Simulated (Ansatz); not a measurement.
Band structure of Cu₃N

```
CELL_PARAMETERS angstrom
3.81400 0.00000 0.00000
0.00000 3.81400 0.00000
0.00000 0.00000 3.81400
ATOMIC_POSITIONS crystal
Cu 0.50000 0.00000 0.00000
Cu 0.00000 0.50000 0.00000
Cu 0.00000 0.00000 0.50000
N 0.00000 0.00000 0.00000
```

Atom numbers follow the list: Cu1, Cu2, Cu3, N4.

The cell is COD entry 1536894, as deposited and not checked against the literature; nothing was relaxed.

Level of theory: DFT, PBE, all-electron LAPW, scalar-relativistic in Ansatz 0.2.0.

The runs use a Γ-centred 10×10×10 k mesh, Fermi–Dirac smearing of 0.08 eV, basis error target 1 meV/atom, no spin polarisation.

Points in fractions of the reciprocal vectors of this cell: Γ (0, 0, 0), X (0, 0.5, 0), M (0.5, 0.5, 0), R (0.5, 0.5, 0.5). The path joins them by straight lines in the order Γ–X–M–Γ–R–X–R–M; legs that retrace an earlier one aren't tabulated. Energies are in eV from the top of the valence band.

(1) Metal or insulator at this level of theory?

(2) Tabulate bands 29 to 35, counted from the lowest band of the run, along the path.

Results:

(1) An insulator or semiconductor: gap 0.18 eV, indirect from R (0.5, 0.5, 0.5) to M (0.5, 0.5, 0) (so small a gap may close at points that the mesh and path miss).

(2) 
| k (1/Å) | point | band 29 | band 30 | band 31 | band 32 | band 33 | band 34 | band 35 |
| --- | --- | --- | --- | --- | --- | --- | --- | --- |
| 0.00 | Γ | -1.81 | -1.81 | -1.81 | -1.77 | 1.00 | 5.25 | 5.25 |
| 0.12 |  | -1.81 | -1.79 | -1.79 | -1.79 | 1.07 | 4.94 | 5.28 |
| 0.24 |  | -1.82 | -1.81 | -1.75 | -1.75 | 1.23 | 4.40 | 5.37 |
| 0.35 |  | -1.89 | -1.81 | -1.68 | -1.68 | 1.42 | 3.91 | 5.53 |
| 0.47 |  | -1.97 | -1.81 | -1.59 | -1.59 | 1.55 | 3.57 | 5.76 |
| 0.59 |  | -2.06 | -1.81 | -1.50 | -1.50 | 1.59 | 3.39 | 6.07 |
| 0.71 |  | -2.14 | -1.81 | -1.43 | -1.43 | 1.57 | 3.34 | 6.44 |
| 0.82 | X | -2.17 | -1.81 | -1.41 | -1.41 | 1.55 | 3.33 | 6.71 |
| 0.94 |  | -2.17 | -1.85 | -1.37 | -1.35 | 1.67 | 3.27 | 6.25 |
| 1.06 |  | -2.18 | -1.96 | -1.28 | -1.23 | 1.99 | 3.05 | 5.43 |
| 1.18 |  | -2.13 | -2.07 | -1.20 | -1.08 | 2.40 | 2.56 | 4.95 |
| 1.29 |  | -2.18 | -1.93 | -1.14 | -0.93 | 1.87 | 2.83 | 4.79 |
| 1.41 |  | -2.15 | -1.63 | -1.10 | -0.80 | 1.13 | 3.18 | 4.77 |
| 1.53 |  | -2.14 | -1.27 | -1.07 | -0.72 | 0.49 | 3.42 | 4.80 |
| 1.65 | M | -2.13 | -1.06 | -1.06 | -0.69 | 0.18 | 3.51 | 4.81 |
| 1.81 |  | -2.14 | -1.43 | -1.06 | -0.75 | 0.73 | 3.35 | 4.76 |
| 1.98 |  | -2.16 | -1.86 | -1.08 | -0.92 | 1.69 | 2.98 | 4.62 |
| 2.15 |  | -2.08 | -2.07 | -1.16 | -1.15 | 2.33 | 2.90 | 4.45 |
| 2.31 |  | -1.98 | -1.96 | -1.41 | -1.31 | 1.92 | 3.77 | 4.37 |
| 2.48 |  | -1.88 | -1.88 | -1.63 | -1.56 | 1.46 | 4.50 | 4.56 |
| 2.65 |  | -1.83 | -1.81 | -1.76 | -1.76 | 1.13 | 4.89 | 5.09 |
| 2.81 | Γ | -1.81 | -1.81 | -1.81 | -1.77 | 1.00 | 5.25 | 5.25 |
| 3.02 |  | -1.86 | -1.79 | -1.73 | -1.73 | 1.19 | 4.91 | 4.91 |
| 3.22 |  | -2.04 | -1.80 | -1.43 | -1.43 | 1.70 | 4.52 | 4.52 |
| 3.42 |  | -2.27 | -1.82 | -1.05 | -1.05 | 2.32 | 4.14 | 4.14 |
| 3.63 |  | -2.22 | -1.83 | -0.75 | -0.75 | 2.56 | 3.39 | 3.39 |
| 3.83 |  | -1.84 | -1.78 | -0.51 | -0.51 | 2.20 | 2.33 | 2.33 |
| 4.04 |  | -1.85 | -0.82 | -0.25 | -0.25 | 1.33 | 1.33 | 1.49 |
| 4.24 | R | -1.85 | 0.00 | 0.00 | 0.00 | 0.78 | 0.78 | 0.78 |
| 4.41 |  | -1.86 | -0.50 | -0.44 | -0.03 | 0.99 | 1.23 | 1.44 |
| 4.57 |  | -1.88 | -1.21 | -0.88 | -0.12 | 1.56 | 1.78 | 2.46 |
| 4.74 |  | -1.90 | -1.77 | -1.13 | -0.28 | 2.24 | 2.36 | 3.29 |
| 4.90 |  | -2.05 | -1.94 | -1.29 | -0.54 | 2.63 | 3.11 | 3.36 |
| 5.07 |  | -2.18 | -1.95 | -1.38 | -0.88 | 2.39 | 2.97 | 4.51 |
| 5.24 |  | -2.18 | -1.88 | -1.41 | -1.23 | 1.79 | 3.23 | 5.82 |
| 5.40 | X | -2.17 | -1.81 | -1.41 | -1.41 | 1.55 | 3.33 | 6.71 |
| 6.57 | R | -1.85 | 0.00 | 0.00 | 0.00 | 0.78 | 0.78 | 0.78 |
| 6.69 |  | -1.87 | -0.27 | -0.27 | -0.03 | 0.74 | 1.17 | 1.17 |
| 6.80 |  | -1.91 | -0.61 | -0.61 | -0.10 | 0.63 | 1.87 | 1.87 |
| 6.92 |  | -1.98 | -0.83 | -0.83 | -0.21 | 0.50 | 2.65 | 2.65 |
| 7.04 |  | -2.07 | -0.96 | -0.96 | -0.36 | 0.37 | 3.43 | 3.43 |
| 7.16 |  | -2.13 | -1.02 | -1.02 | -0.51 | 0.27 | 4.13 | 4.13 |
| 7.27 |  | -2.13 | -1.05 | -1.05 | -0.63 | 0.20 | 3.70 | 4.63 |
| 7.39 | M | -2.13 | -1.06 | -1.06 | -0.69 | 0.18 | 3.51 | 4.81 |
